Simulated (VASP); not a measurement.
Input of a VASP 6.6.1 run:

File INCAR:

```
SYSTEM = PbS
  PREC = Accurate
  ENCUT = 600
  EDIFF = 1E-7
  ISMEAR = 0
  SIGMA = 0.02
  LREAL = .False.
  LASPH = .True.
  NELM = 60
  ALGO = Fast
  ISIF = 3
  LWAVE = .False.
  LCHARG = .False.
  GGA = RP
  IBRION = 2
  NSW = 90
  EDIFFG = -0.005
```

The input KPOINTS:

```
Automatic mesh
0
Gamma
  10 10 10
  0 0 0
```

The input POSCAR:

```
PbS
1.0
    0.0000000000      2.9880867000      2.9880867000
    2.9880867000      0.0000000000      2.9880867000
    2.9880867000      2.9880867000      0.0000000000
Pb S
1 1
Direct
    0.5000000000      0.5000000000      0.5000000000
    0.0000000000      0.0000000000      0.0000000000
```

Potentials or basis: VASP PAW PBE potentials, release 64 (Pb_d, S).

Launch:

```sh
$ cat potpaw_PBE.64/Pb_d/POTCAR potpaw_PBE.64/S/POTCAR > POTCAR
$ mpirun -np 1 vasp_std > vasp.out
```

Q: What does it give for the band gap on the k mesh?

A: 0.71 eV, direct.

Q: What does it give for the space group after relaxing (to 0.05 Å)?

A: Fm-3m (No. 225).

Q: What does it give for the relaxed volume?

A: 28.10 Å³/atom.

Q: Predict the relaxed cell.

A: a = 4.300 Å, b = 4.300 Å, c = 4.300 Å, α = 60.00°, β = 60.00°, γ = 60.00°.

The path:
| step | energy change (eV) | largest force (eV/Å) | pressure (GPa) | volume (Å³) |
| --- | --- | --- | --- | --- |
| 1 | 0.0000 | 0.0000 | 2.77 | 53.36 |
| 2 | -0.0219 | 0.0000 | -0.64 | 57.01 |
| 3 | -0.0235 | 0.0000 | 0.00 | 56.21 |

Caveat: the PAW data sets were made with another functional, which shifts forces and pressure a little; spin-orbit coupling is left out, which as a rule narrows the gap of such compounds by several tenths of an eV. A k mesh can miss the band edges.
